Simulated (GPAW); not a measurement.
The system is AgBr.

```
Ag Br
1.0
     0.00000    2.87015    2.87015
     2.87015    0.00000    2.87015
     2.87015    2.87015    0.00000
Ag Br
1 1
Direct
  0.00000 0.00000 0.00000
  0.50000 0.50000 0.50000
```

Base run:

- Program: GPAW 26.7.0
- Functional: PBE
- Potentials or basis: GPAW PAW data sets (gpaw-data 1.2.1)
- Cutoff: 600 eV
- Basis: pw
- k mesh: 8 × 8 × 8
- Occupations: fermi-dirac, width 0.05 eV
- Spin: no spin polarisation

Its results: band gap on the k mesh 0.66 eV, indirect (least direct gap 2.62 eV); pressure 2.5 GPa.

The run is repeated on the same cell with these changes: functional from PBE to PBEsol; potentials or basis from GPAW PAW data sets (gpaw-data 1.2.1) to PAW data sets generated in the run's folder for this functional. What comes out?

Band gap on the k mesh 0.49 eV, indirect (least direct gap 2.46 eV); pressure -1.4 GPa.

A k mesh can miss the band edges.
